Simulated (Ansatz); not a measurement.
Au: the change of energy above lowest point and pressure with volume per atom

All results are calculated (Ansatz 0.2.0 development build). Equation of state of a cubic crystal from periodic Kohn-Sham density functional theory without spin; pressure corrected for the finite basis.

Cell of the first row (space group Fd-3m, No. 227):
```
Au
1.0
      0.0000     3.0610     3.0610
      3.0610     0.0000     3.0610
      3.0610     3.0610     0.0000
Au
2
Direct
  0.00000 0.00000 0.00000
  0.25000 0.25000 0.25000
```

Settings of every row: formula Au; structure type diamond; functional PBE; spin treatment none; k mesh 16x16x16; occupation method fermi-dirac; occupation width 0.061225619 eV; wave cutoff 617 eV; datasets hand-made PAW; density cutoff ratio 4.

Limits: a cubic model structure, not a phase known at ambient conditions; the SCF threshold is loose for a stress in some rows; no spin-orbit coupling, which can matter with elements this heavy.

| row | volume per atom (Å³) | energy above lowest point (meV/atom) | pressure (GPa) |
| --- | --- | --- | --- |
| 1 | 28.68 | 2.01 | 1.13 |
| 2 | 29.265 | 0 | -0.003 |
| 3 | 29.851 | 1.85 | -0.988 |
| 4 | 30.436 | ? | ? |
| 5 | 31.021 | 15.19 | -2.588 |

Question: what energy above lowest point and pressure should row 4 give?

Worked fit of energy above lowest point. Take u = (V_r/V)^(2/3) − 1 with V_r = 29.558 Å³ an atom, which is twice the finite (Eulerian) strain; such expansions in the strain, on which the Birch-Murnaghan equation of state is built, carry the rest volume and the bulk modulus. The shown rows have u = 0.02031, 0.00666, -0.00655, -0.03169. Least squares give energy above lowest point = 0.485 − 135.97 × u + 10357.5 × u² meV/atom; a straight line predicts inner rows, each left out in turn, worse (root mean square 4.4 against 0.078 meV/atom). The rows lie off it by 0.01, -0.04, 0.03, -0.01. Its lowest point lies at u = 0.0066, or V = 29.27 Å³ an atom, and the curvature there gives the bulk modulus at fixed shape and fractions, B = (4/9)(1 + u)² E″(u)/V = 51.1 GPa. The withheld row has u = -0.01933, so the fit gives 0.485 − 135.97 × (-0.01933) + 10357.5 × (-0.01933)² = 6.98 meV/atom.

The calculation gave 7.06 meV/atom. The fit lies 0.08 meV/atom (1.1 % of the value, 0.53 % of the column's range) below it; its largest miss of a shown row is 0.04 meV/atom.

Worked fit of pressure. Take u = (V_r/V)^(2/3) − 1 with V_r = 29.558 Å³ an atom, which is twice the finite (Eulerian) strain; such expansions in the strain, on which the Birch-Murnaghan equation of state is built, carry the rest volume and the bulk modulus. The shown rows have u = 0.02031, 0.00666, -0.00655, -0.03169. Least squares give pressure = −0.5122 + 74.832 × u + 294.71 × u² GPa; a straight line predicts inner rows, each left out in turn, worse (root mean square 0.12 against 0.0045 GPa). The rows lie off it by 0.001, -0.002, 0.002, 0.000. The pressure vanishes at u = 0.0067, or V = 29.26 Å³ an atom, and there the bulk modulus at fixed shape and fractions is B = −V dP/dV = (2/3)(1 + u) dP/du = 52.9 GPa. The withheld row has u = -0.01933, so the fit gives −0.5122 + 74.832 × (-0.01933) + 294.71 × (-0.01933)² = -1.849 GPa.

The calculation gave -1.845 GPa. The fit lies 0.004 GPa (0.11 % of the column's range) below it; its largest miss of a shown row is 0.002 GPa.
